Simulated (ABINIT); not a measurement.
Here is an ABINIT 10.8.3 (patched build) calculation.

Contents of run.abi:

```
pp_dirpath "./"
pseudos "Nb.GGA_PBE-ansatz.xml"

acell 5.4462775076 5.4462775076 5.4462775076
rprim
    -0.5773502692     0.5773502692     0.5773502692
     0.5773502692    -0.5773502692     0.5773502692
     0.5773502692     0.5773502692    -0.5773502692
ntypat 1
znucl 41
natom 1
typat 1
xred
     0.0000000000     0.0000000000     0.0000000000

ecut 18.0
pawecutdg 36.0

kptopt 1
ngkpt 11 11 11
nshiftk 1
shiftk 0.0 0.0 0.0

ixc -497498
usekden 1
pawxcdev 0

nband 11
occopt 3
tsmear 0.05 eV

nstep 100
tolvrs 1.0e-7

iomode 3
prtwf 0
prtden 0
prteig 0
prtebands 0
```

Potentials or basis: Ansatz PAW PBE default generated set, frozen core.

Launch:

```sh
$ mpirun --bind-to none -np 4 abinit run.abi > log 2>&1
```

(1) What does it give for the band gap on the k mesh?

(2) Predict the pressure.

## Answers

(1) none (metal or under the smearing width).

(2) -3.3 GPa.

Caveat: the PAW data sets were made with another functional, which shifts forces and pressure a little.
